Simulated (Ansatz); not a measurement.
The parent structure is KBr in the rock salt structure (space group Fm-3m, No. 225; a = 6.549 Å). Axes: x, y, z lie along the cube axes.

The values are results of PBEsol (Ansatz, a program for electronic structure), no SOC, not measurements.

Now apply this change: uniaxial strain ε_zz = +2.00 %, all other strain components held at zero; the atoms relax in the strained cell.

Task: Predict the stress tensor and what it implies for the stiffness.

Result: Stress of the strained cell less that of the base (GPa, compression positive):
```
  -0.09    0.00    0.00
   0.00   -0.09    0.00
   0.00    0.00   -0.63
```

Then −Δσ_ii/ε with ε = 0.0200 gives secant stiffness values (nonlinear terms included at this strain): C33 ≈ 32 GPa.

Whether these cells are dynamically stable was not tested.
